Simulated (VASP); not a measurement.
Wanted: the native input for a VASP 6.6.1 run.

- Task: relaxation of cell and atoms
- Functional: r2SCAN
- Potentials or basis: VASP PAW PBE potentials, release 64 (Mo_sv)
- Cutoff: 600 eV
- k mesh: 16 × 16 × 16
- Occupations: methfessel-paxton, width 0.1 eV
- Spin: no spin polarisation
- Further INCAR settings: ALGO = Normal; EDIFF = 1e-06; IBRION = 2; EDIFFG = -0.01; NSW = 90; ISIF = 3

The structure of Mo lies in POSCAR:

```
Mo
1.0
   -1.5734150000      1.5734150000      1.5734150000
    1.5734150000     -1.5734150000      1.5734150000
    1.5734150000      1.5734150000     -1.5734150000
Mo
1
Direct
    0.0000000000      0.0000000000      0.0000000000
```

The input as run:

INCAR

```
  PREC = Accurate
  ENCUT = 600
  EDIFF = 1E-6
  ISMEAR = 1
  SIGMA = 0.1
  LREAL = F
  LASPH = T
  NELM = 80
  ALGO = Normal
  ISIF = 3
  LWAVE = F
  LCHARG = F
  METAGGA = R2SCAN
  LMIXTAU = T
  IBRION = 2
  NSW = 90
  EDIFFG = -0.01
```

KPOINTS

```
regular mesh
0
Gamma
  16 16 16
```

Potentials or basis: VASP PAW PBE potentials, release 64 (Mo_sv).

Command:

```bash
$ cat potpaw_PBE.64/Mo_sv/POTCAR > POTCAR
$ mpirun -np 1 vasp_std > vasp.out
```

Results of the run:

The relaxed volume is 15.68 Å³/atom. The relaxed cell is a = 2.731 Å, b = 2.731 Å, c = 2.731 Å, α = 109.47°, β = 109.47°, γ = 109.47°. The space group after relaxing (to 0.05 Å) is Im-3m (No. 229) and the energy gained by relaxing is 0.6 meV/atom. The ionic steps are 3, the pressure after relaxing is 0.0 GPa and the band gap on the k mesh is none (metal or under the smearing width).

Caveat: the PAW data sets were made with another functional, which shifts forces and pressure a little.

Run time: 2 min on 1 thread of Intel(R) Xeon(R) 6975P-C (Granite Rapids), with other jobs on the host, peak memory 0.17 GiB.
